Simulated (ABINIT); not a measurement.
The system is MoSe2.

```
Mo Se
1.0
     3.28800    0.00000    0.00000
    -1.64400    2.84749    0.00000
     0.00000    0.00000   12.90000
Mo Se
2 4
Direct
  0.66667 0.33333 0.75000
  0.33333 0.66667 0.25000
  0.66667 0.33333 0.37500
  0.33333 0.66667 0.87500
  0.66667 0.33333 0.12500
  0.33333 0.66667 0.62500
```

- Program: ABINIT 10.8.3 (patched build)
- Task: relaxation of cell and atoms
- Functional: PBEsol
- Potentials or basis: JTH PAW PBE v2.0
- Cutoff: 408 eV
- k mesh: 9 × 9 × 2
- Occupations: fermi-dirac, width 0.05 eV
- Spin: no spin polarisation

At the start: pressure 3.6 GPa; volume 20.13 Å³/atom.

Question: How do energy, volume and symmetry change on relaxing?

Answer: Over 7 steps the energy falls by 14.1 meV/atom and the volume is 20.31 Å³/atom (+0.9 %); space group P6_3/mmc (No. 194, to 0.05 Å).

The path:
```csv
step,energy change (eV),largest force (eV/Å),pressure (GPa),volume (Å³)
1,0.0000,0.8520,3.61,120.78
2,-0.0566,0.4290,1.19,122.12
3,-0.0776,0.0578,-0.68,123.04
4,-0.0806,0.0053,-0.75,122.90
5,-0.0845,0.0346,-0.37,122.20
6,-0.0848,0.0100,-0.10,121.94
7,-0.0848,0.0032,-0.01,121.88
```

Final structure:
```xyz
6
Lattice="3.2720 0.0000 0.0000 -1.6360 2.8337 0.0000 0.0000 0.0000 13.1450" Properties=species:S:1:pos:R:3 pbc="T T T"
Mo    1.6360    0.9446    9.8587
Mo    0.0000    1.8891    3.2862
Se    1.6360    0.9446    4.9525
Se    0.0000    1.8891   11.5250
Se    1.6360    0.9446    1.6200
Se    0.0000    1.8891    8.1925
```

Caveat: the PAW data sets were made with another functional, which shifts forces and pressure a little; this functional lacks dispersion, which binds the layers, so the pressure and a relaxed spacing across them are unreliable.
